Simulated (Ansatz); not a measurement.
Input and command of a plane-wave DFT calculation in Ansatz:

```yaml
crystal:
  lattice:
    - [0.0, 2.6251142719, 2.6251142719]
    - [2.6251142719, 0.0, 2.6251142719]
    - [2.6251142719, 2.6251142719, 0.0]
  atoms:
    - { symbol: Ni, position: [0.0, 0.0, 0.0], spin: 2.5 }
    - { symbol: Si, position: [0.25, 0.25, 0.25] }
basis:
  ecutwfc: 420
kpoints:
  mp_grid: { grid: [14, 14, 14] }
hamiltonian:
  xc: pbe
scf:
  occupations: { method: gaussian, width: 0.1 }
  lower_state_search: "off"
output:
  forces: true
  stress: true
  eigenvalues: true
  populations: true
magnetization:
  spin_polarized: true
```

```bash
ansatz run input.yaml --threads 1 --pin off --max-ram 2560MiB --backend cpu --events-out ev --progress --plain --runs-dir out
```

Processor: Arm Neoverse V2, 1 thread, on a host shared with other jobs.

**Question.** How long does it run, and how much memory does it take?

**Answer.** About 25 s on 1 thread of Arm Neoverse V2 (shared host), peak memory 0.4 GiB. It solves 17 bands at 104 k points (the mesh reduced by the symmetry that the task leaves, which can be less than the crystal's) with about 725 plane waves, in 18 SCF iterations.
